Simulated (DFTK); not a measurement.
Input of a DFTK 0.8.2 run:

run.jl

```julia
using DFTK
using PseudoPotentialData
using Unitful, UnitfulAtomic
using LinearAlgebra, Printf
include("save.jl")
disable_threading()

# lattice vectors are the columns
lattice = austrip(1u"Å") * [      -1.62547        1.62547        1.62547;
                  1.62547       -1.62547        1.62547;
                   2.4737         2.4737        -2.4737]
symbols   = [:In]
positions = [[0.0, 0.0, 0.0]]
pseudopotentials = PseudoFamily("dojo.nc.sr.pbe.v0_5.standard.upf")
elements = Dict(s => ElementPsp(s, pseudopotentials) for s in unique(symbols))
atoms    = [elements[s] for s in symbols]

build_model(lattice, positions; symmetries=true) =
    model_DFT(lattice, atoms, positions;
              functionals=PBE(),
              temperature=austrip(0.05u"eV"),
              smearing=Smearing.FermiDirac(),
              symmetries)
Ecut  = 35.0  # hartree
kgrid = [6, 6, 6]
tol   = 1e-6
to_GPa = ustrip(uconvert(u"GPa", 1u"hartree/bohr^3"))

results["points"] = []
for scale in [0.94, 0.96, 0.98, 1.0, 1.02, 1.04, 1.06]
    println("\n=== scale = ", scale)
    model = build_model(cbrt(scale) * lattice, positions)
    basis = PlaneWaveBasis(model; Ecut, kgrid)
    t0 = time()
    scfres = self_consistent_field(basis;
                                   tol,
                                   nbandsalg=AdaptiveBands(model; n_bands_converge=11))
    seconds = time() - t0
    @printf "SCF: %d iterations, %.1f s\n" scfres.n_iter seconds
    forces = compute_forces_cart(scfres)
    stress = compute_stresses_cart(scfres)
    @printf "V = %.5f Å^3  F = %.8f Ha  max force = %.5f eV/Å  p = %.4f GPa\n" ustrip(auconvert(u"Å^3", model.unit_cell_volume)) scfres.energies.total ustrip(auconvert(u"eV/Å", maximum(norm, forces))) (-tr(stress) / 3 * to_GPa)
    push!(results["points"], save_scf!(scfres; forces, stress, d=Dict{String,Any}("seconds" => seconds, "n_matvec" => get(scfres, :n_matvec, 0))))
end

# third-order Birch-Murnaghan fit in x = V^(-2/3)
V = [0.94, 0.96, 0.98, 1.0, 1.02, 1.04, 1.06] * abs(det(lattice))
E = [p["total"] for p in results["points"]]
x = V .^ (-2 / 3)
c = [x .^ 0 x x .^ 2 x .^ 3] \ E
Δ = c[3]^2 - 3c[2] * c[4]
if Δ > 0
    x0 = (-c[3] + sqrt(Δ)) / 3c[4]
    B0 = 4 / 9 * x0^(7 / 2) * (2c[3] + 6c[4] * x0)
    @printf "V0 = %.4f Å^3  B0 = %.2f GPa\n" ustrip(auconvert(u"Å^3", x0^(-3 / 2))) B0 * to_GPa
end
```

Potentials or basis: dojo.nc.sr.pbe.v0_5.standard.upf (PBE).

Run with:

```console
$ julia --threads=1 run.jl  # save.jl only writes the numbers to a file and isn't shown; printed stress counts tension as positive; times include loading and compiling
```

Q: Estimate the pressure derivative of the bulk modulus.

A: 4.6.

Q: Predict the bulk modulus at fixed shape and positions.

A: 36 GPa.

Q: Estimate the equilibrium volume.

A: 27.14 Å³/atom.

Energy against volume, from the lowest point:
```csv
volume (Å³/atom),energy (meV/atom)
24.575,33.04
25.098,20.14
25.621,10.74
26.144,4.46
26.666,0.97
27.189,0.00
27.712,1.30
```

Caveat: the k mesh is coarse (spacing up to 0.46 Å⁻¹), so the values aren't converged; the cell was scaled at fixed shape and fractional positions, which overstates the stiffness of a crystal with free parameters, most of all of layers and chains.
